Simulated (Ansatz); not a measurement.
## PbS (Pm-3m), clamped-ion strain scan

These are results of DFT PBE+D3(BJ), scalar-relativistic, plane waves, PAW in Ansatz, not measurements. Cutoff 420 eV, Γ-centred 16×16×16 k-points, Gaussian smearing of 0.15 eV. Spin–orbit coupling is left out, which can shift energies with elements as heavy as these. No spin polarisation. Energies are free energies at this smearing, counted from the undisturbed cell; pressure is positive in compression.

The starting cell (relaxed at this level; with this scan's settings it stands at -0.1 GPa; this CsCl-type form isn't the usual structure):

```
Pb S
1.0
     3.60174    0.00000    0.00000
     0.00000    3.60174    0.00000
     0.00000    0.00000    3.60174
Pb S
1 1
Direct
  0.00000 0.00000 0.00000
  0.50000 0.50000 0.50000
```

The cell is strained by ε times the Voigt pattern (1, 1, 0, 0, 0, 0) (xx, yy, zz, yz, xz, xy; engineering shear) with fractional coordinates fixed. The cell is metallic on the mesh throughout.

| ε | ΔE (meV/atom) | stress summed along the pattern (GPa, tension positive) | pressure (GPa) |
| --- | --- | --- | --- |
| -0.0600 | 90.0 | -23.60 | 9.6 |
| -0.0300 | 20.6 | -10.25 | 4.1 |
| 0.0000 | 0.0 | 0.17 | -0.1 |
| 0.0150 | 5.2 | 4.42 | -1.8 |
| 0.0450 | 41.3 | 11.22 | -4.4 |